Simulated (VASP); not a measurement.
Ge: single point with PBE

Ge:

```
CELL_PARAMETERS angstrom
3.91426 0.00000 0.00000
-2.85923 2.67324 0.00000
-0.32375 -1.41703 3.63436
ATOMIC_POSITIONS crystal
Ge 0.31406 0.06406 0.25000
Ge 0.68594 0.93594 0.75000
```

This isn't the form of Ge at room conditions, which is diamond.

```yaml
Program: VASP 6.6.1
Task: single point
Functional: PBE
Potentials_or_basis: VASP PAW PBE potentials, release 64 (Ge)
Cutoff: 500 eV
k_mesh: 11 × 11 × 11
Occupations: gaussian, width 0.05 eV
Spin: no spin polarisation
```

```json
{
 "Pressure": "1.6 GPa",
 "Largest force": "0.057 eV/Å",
 "Band gap on the k mesh": "none (metal or under the smearing width)"
}
```

Forces in eV/Å, atoms in the order of the input:
```
Ge   0.021  0.053  0.000
Ge  -0.021 -0.053  0.000
```

Stress tensor (GPa, compression positive):
```
 1.67 -0.13 -1.10
-0.13  1.39  0.43
-1.10  0.43  1.86
```

Levels at points of the mesh, in eV from the Fermi level:
| k point | band 2 | band 3 | band 4 | band 5 | band 6 | band 7 |
| --- | --- | --- | --- | --- | --- | --- |
| (0.00, 0.00, 0.00) | -3.83 | -2.37 | -1.93 | 3.42 | 6.94 | 7.16 |

Wall time 59 s on 1 thread of Intel(R) Xeon(R) Platinum 8488C (Sapphire Rapids), with other jobs on the host, peak memory 0.2 GiB.
